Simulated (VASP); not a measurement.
A run of VASP 6.6.1:

File INCAR:

```
ALGO = Normal ; EDIFF = 1E-7
ENCUT = 520 ; GGA = PE
ISIF = 2 ; ISMEAR = -1
LASPH = T ; LCHARG = F
LREAL = F ; LWAVE = F
NBANDS = 19 ; NELM = 80
PREC = Accurate ; SIGMA = 0.05
```

Contents of KPOINTS:

```
k-points
0
Gamma
  8 8 8
```

POSCAR

```
CaF2
1.0
    0.0000000000      2.7310000000      2.7310000000
    2.7310000000      0.0000000000      2.7310000000
    2.7310000000      2.7310000000      0.0000000000
Ca F
1 2
Direct
    0.0183600000     -0.0073850000     -0.0106090000
    0.7429940000      0.7543250000      0.7580690000
    0.2524690000      0.2397480000      0.2418440000
```

Potentials or basis: VASP PAW PBE potentials, release 64 (Ca_sv, F).

Launch:

```sh
$ cat potpaw_PBE.64/Ca_sv/POTCAR potpaw_PBE.64/F/POTCAR > POTCAR
$ mpirun -np 1 vasp_std > vasp.out
```

Hardware: 1 thread of Intel(R) Xeon(R) Platinum 8488C (Sapphire Rapids), on a shared host.

**Question.** Estimate the wall time of this run.

**Answer.** Wall time 3.4 min on 1 thread of Intel(R) Xeon(R) Platinum 8488C (Sapphire Rapids), with other jobs on the host, peak memory 0.31 GiB. Counts: scf iterations 15, k points 260.
